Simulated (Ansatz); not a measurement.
A crystal relaxed with r2SCAN in Ansatz 0.2.0 has space group Pm-3m (No. 221) and a = 6.241 Å.

| atom | site | x | y | z |
| --- | --- | --- | --- | --- |
| Xx | 1a | 0.0000 | 0.0000 | 0.0000 |
| Sn | 1b | 0.5000 | 0.5000 | 0.5000 |
| I | 3c | 0.0000 | 0.5000 | 0.5000 |

The r2SCAN gap is direct at R: 0.50 eV. With PBE the gap is 0.38 eV and direct, at R. Meshes: r2SCAN 4×4×4, PBE 4×4×4. r2SCAN's ε∞ is 8.0 in all directions.

Task: Which element is Xx?
A. Li
B. Cs
C. Rb
D. H

Result: B. Xx is Cs: a 5-atom cell of CsSnI3 started from a crystallographic database. Cs is surrounded by 12 I at 4.41 Å; Sn is surrounded by 6 I at 3.12 Å; I is surrounded by 2 Sn at 3.12 Å and 4 Cs at 4.41 Å.

No spin polarisation and no zero-point or thermal motion.

No spin-orbit coupling is included; it can move band edges with weight on the heavy atoms by tenths of an eV.
